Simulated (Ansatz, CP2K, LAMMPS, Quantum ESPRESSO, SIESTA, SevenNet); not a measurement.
**Amorphous SiO2 (96 atoms): relaxed, then solved by several programs**

What does relaxation change in amorphous SiO2 (96 atoms), and how far do other programs agree with plane waves on the relaxed cell?

These are calculated values.

### 1. Set-up

The cell holds 96 atoms (32 Si and 64 O), with edges of 11.32, 11.32 and 11.32 Å. Recipe: 96 atoms (32 Si, 64 O) placed at random at 2.2 g/cm³, melted at 5000 K for 10 ps at fixed volume with the Morse and Coulomb pair potential with partial charges (Pedone, Malavasi, Menziani, Cormack and Segre, J. Phys. Chem. B 110, 11780 (2006)). Quenched from 5000 K to 300 K at 50 K/ps and fixed volume, held 5 ps, then minimised at fixed cell. Then the atoms were relaxed with SevenNet l3i5 in the fixed cell. Then the atoms were relaxed with CP2K double zeta, PBE.

**What experiment says.** A silica glass plate was measured by high-energy x-ray diffraction at 20 K and the Si-O distance was taken from the first PDF peak (“Polyhedral units and network connectivity in calcium aluminosilicate glasses from high-energy x-ray diffraction”, 2000, arxiv:cond-mat/0007490): nearest Si–O distance 1.61 Å; number of O about Si 4. The nearest silicon-silicon distance in amorphous silica was obtained by fitting a symmetric peak to the measured radial distribution (as quoted in “New insights into the origin of the first sharp diffraction peak in amorphous silica from an analysis of chemical and radial ordering”, 2024, arxiv:2403.10632): nearest Si–Si distance 3.08 Å; nearest O–O distance 2.63 Å. The mean Si-O-Si angle was obtained by reanalysing earlier high-energy photon diffraction data in combination with published neutron diffraction data on silica glass (“Bond angle distribution in amorphous germania and silica”, 1996, arxiv:chem-ph/9603004): Si–O–Si angle 148.3 °.

### 2. The relaxation

CP2K double zeta (DZVP-MOLOPT-SR, GTH-PBE potentials, 480 Ry; k-points Γ) took 22 geometry steps and reached its thresholds. It started from the geometry that SevenNet l3i5 had relaxed.

Run time: 8.1 min. Hardware: 4 MPI ranks of Arm Neoverse V2, shared host; peak memory 2.4 GiB; 33 min of CPU time.

|  | before | after |
| --- | --- | --- |
| energy (meV/atom) | 0 | -2.1 |
| Si-O bonds under 2.08 Å | 128 at 1.641 Å | 128 at 1.643 Å |

Atoms moved by 0.03 Å r.m.s. and 0.07 Å at most, with the common shift taken off.

### 3. Local order after relaxation

Density 2.2 g/cm³, 15.12 Å³ an atom.

Pair distribution functions g(r), in bins of 0.2 Å:

| r (Å) | total | O-O | O-Si | Si-Si |
| --- | --- | --- | --- | --- |
| 1.60 | 5.95 | 0.00 | 13.40 | 0.00 |
| 1.80 | 0.00 | 0.00 | 0.00 | 0.00 |
| 2.00 | 0.00 | 0.00 | 0.00 | 0.00 |
| 2.20 | 0.00 | 0.00 | 0.00 | 0.00 |
| 2.40 | 0.06 | 0.14 | 0.00 | 0.00 |
| 2.60 | 2.08 | 4.68 | 0.00 | 0.00 |
| 2.80 | 1.32 | 2.87 | 0.00 | 0.41 |
| 3.00 | 0.61 | 0.44 | 0.12 | 3.22 |
| 3.20 | 0.83 | 0.43 | 0.46 | 3.90 |
| 3.40 | 0.73 | 0.61 | 1.04 | 0.00 |
| 3.60 | 0.78 | 0.52 | 1.22 | 0.09 |
| 3.80 | 0.82 | 0.48 | 1.31 | 0.24 |
| 4.00 | 1.22 | 0.58 | 2.02 | 0.56 |
| 4.20 | 1.36 | 0.97 | 1.85 | 0.96 |
| 4.40 | 1.07 | 0.92 | 1.20 | 1.22 |
| 4.60 | 0.90 | 1.15 | 0.56 | 1.22 |
| 4.80 | 0.99 | 1.31 | 0.72 | 0.84 |
| 5.00 | 1.04 | 1.52 | 0.55 | 1.03 |
| 5.20 | 1.07 | 1.36 | 0.75 | 1.25 |
| 5.40 | 0.98 | 1.09 | 0.88 | 0.97 |
| 5.60 | 0.92 | 0.79 | 0.94 | 1.33 |

Bonds by pair of elements; cutoffs follow the first minimum of g(r), held within bounds set by covalent radii, and pairs that aren't listed don't count as bonded:

| pair A-B | cutoff (Å) | bonds | mean length (Å) | spread (Å) | shortest (Å) | B about A | A about B |
| --- | --- | --- | --- | --- | --- | --- | --- |
| O-Si | 2.08 | 128 | 1.64 | 0.017 | 1.60 | 2 | 4 |

How many atoms have how many bonded neighbours:

| element | mean | 2 | 4 |
| --- | --- | --- | --- |
| O | 2 | 64 | 0 |
| Si | 4 | 0 | 32 |

Bond angles (no mean is given where the spread exceeds 20°):

| angle | count | mean (°) | spread (°) |
| --- | --- | --- | --- |
| O-Si-O | 192 | 110 | 5.4 |
| Si-O-Si | 64 | 144 | 14.2 |

Oxygen atoms by the number of network formers (Si, P, Ge, B, Al, As, Ga) bound to them:

| network formers bound to O | O atoms | per cent |
| --- | --- | --- |
| 0 | 0 | 0 |
| 1 | 0 | 0 |
| 2 | 64 | 100 |

Network units: each former by its oxygen neighbours and how many of them bridge to another former:

| former | O neighbours | bridging O | atoms |
| --- | --- | --- | --- |
| Si | 4 | 4 | 32 |

Rings of the network by King's shortest-path rule, up to 12 atoms, one path for each pair of neighbours; H, halogens, alkali and alkaline-earth atoms are left out, and the last column divides by all other atoms, bonded or not:

| ring size (atoms) | rings | per network atom |
| --- | --- | --- |
| 8 | 10 | 0.104 |
| 10 | 7 | 0.073 |
| 12 | 16 | 0.167 |

By these cutoffs all O atoms have 2 and all Si atoms have 4 bonded neighbours. The O-Si-O angle averages 110° with a spread of 5°. 100 % of the oxygens bridge two formers (Si) and 0 % are non-bridging. The commonest Si unit has 4 oxygens, 4 of them shared with other formers (32 of 32 atoms). Rings of 12 atoms are the most common (48 % of those counted); sizes run from 8 to 12, where the search stops.

Against the measurements quoted at the start:

| quantity | measured | this cell | difference | method of the measurement |
| --- | --- | --- | --- | --- |
| nearest Si–O distance | 1.61 Å | 1.64 Å | +2.0 % | high-energy XRD, PDF Gaussian fit |
| nearest Si–Si distance | 3.08 Å | 3.13 Å | +1.6 % | diffraction, Gaussian radial peak fit |
| nearest O–O distance | 2.63 Å | 2.67 Å | +1.5 % | diffraction, Gaussian radial peak fit |
| number of O about Si | 4 | 4 | +0.0 % | high-energy XRD, PDF Gaussian fit |
| Si–O–Si angle | 148.3 ° | 144 ° | -2.8 % | x-ray and neutron diffraction, model fit |

The cell differs from the measured distances by up to 2.0 %, neighbour counts by up to 0.0 % and angles by up to 2.8 %. Distances of this cell are positions of the first main peak of g(r), or bond means where the peak is narrow; means over all bonds within a cutoff lie farther out for broad shells. The network descends from the steps of the recipe above, so the comparison tests them together. Our coordination numbers hang on a cutoff, and experiments count neighbours in their own ways.

### 4. The plane-wave reference

Quantum ESPRESSO 7.5: Kohn-Sham DFT, PBE, SSSP efficiency 1.3.0 pseudopotentials, plane waves. Its input for the relaxed cell:

```
&control
  calculation = 'scf'
  pseudo_dir = './pseudo'
  outdir = './tmp'
  disk_io = 'none'
  tprnfor = .true.
  tstress = .true.
/
&system
  ibrav = 0
  nat = 96
  ntyp = 2
  ecutwfc = 60
  ecutrho = 480
  nosym = .true.
  occupations = 'smearing'
  smearing = 'fd'
  degauss = 0.003675
/
&electrons
  conv_thr = 4.8e-07
  electron_maxstep = 100
  mixing_beta = 0.4
  mixing_mode = 'plain'
  diagonalization = 'david'
/
ATOMIC_SPECIES
Si 28.085 Si.upf
O 15.999 O.upf
CELL_PARAMETERS angstrom
11.32160 0.00000 0.00000
0.00000 11.32160 0.00000
0.00000 0.00000 11.32160
ATOMIC_POSITIONS crystal
Si 0.63555 0.01277 0.12521
Si 0.56097 0.76336 0.03473
Si 0.73974 0.48293 0.71839
[... 91 atom lines left out ...]
O 0.66082 0.36718 0.76647
O 0.09241 0.71398 0.54069
K_POINTS gamma
```

Elapsed: 3 min, on 4 MPI ranks of Arm Neoverse V2, shared host; peak memory 5 GiB; 12 min of CPU time.

### 5. Side by side

CPU times are from a shared host and are rough.

```
                level                    basis or training data  k-points  own r.m.s. force (meV/Å)  difference from the reference (meV/Å)  pressure (GPa)  Kohn-Sham gap (eV)  CPU time  memory (GiB)
              QE, PBE   plane waves, SSSP efficiency, 60/480 Ry         Γ                        77                                      -           -2.72                5.04    12 min           5.0
CP2K triple zeta, PBE     TZV2P-UZH, GTH-PBE potentials, 600 Ry         Γ                       126                                     77           -4.09                5.02    14 min           6.9
      SIESTA DZP, PBE  DZP orbitals, shift 0.01 Ry, mesh 400 Ry         Γ                       150                                    166           -0.34                5.37   3.9 min           2.1
        SevenNet l3i5        trained on PBE(+U) plane-wave data         -                        84                                     24           -2.87                   -     8.7 s           1.5
```

The gap is the spacing of the highest filled and lowest empty Kohn-Sham level on the mesh; a dash marks partly filled levels, a spacing under 0.15 eV or a method without such levels.

### 6. Outcome

Relaxation in the fixed cell lowers the energy by 2 meV/atom at its own level and moves atoms by up to 0.07 Å. The reference finds an r.m.s. force of 77 meV/Å there and a pressure of -2.72 GPa, at a geometry that CP2K double zeta made. Forces differ from the reference's by 24 meV/Å (SevenNet l3i5), 77 meV/Å (CP2K triple zeta, PBE) and 166 meV/Å (SIESTA DZP, PBE).

CP2K double zeta is at its own minimum here, so the reference's force is itself a measure of how the two differ. Pressures lie -0.1 GPa (SevenNet l3i5), -1.4 GPa (CP2K triple zeta, PBE) and +2.4 GPa (SIESTA DZP, PBE) from the reference's. The highest filled and lowest empty levels lie 5.04 eV apart in the reference, against 5.02 eV in CP2K triple zeta, PBE and 5.37 eV in SIESTA DZP, PBE. By these cutoffs all O atoms have 2 and all Si atoms have 4 bonded neighbours. 100 % of the oxygens bridge two formers (Si) and 0 % are non-bridging.

**Limits.** The density was set by the recipe and held. One sample of a disordered cell; defect or tail levels can set the gap. Gaps are read on the mesh, which holds the band edges only if they fold onto it, and semilocal functionals tend to put them under measured ones. The quench rate of 50 K/ps is many orders above laboratory rates, so the cell is likely richer in defects and strain than a real sample. The reference samples only Γ, in a cell whose shortest periodic width is 11 Å. The plane-wave runs aren't exact: their cutoffs and mesh weren't converged further here. SIESTA's automatically made basis is far from complete, and its potentials were converted by us (checked for H, C, O, Si, Ge and Ca alone). Where levels are smeared, the DFT runs use Fermi–Dirac occupations at 580 K (0.05 eV), and energies are free energies.

[Logs are printed without paths, hosts, clocks, repeated set-up lines and the standing remarks that a program may print on its own settings, such as how far it seeks lower states.]

[Hosts, paths, dates, database ids (printed as entryN), source tags and the programs' standing remarks are cut or masked in the printed files.]
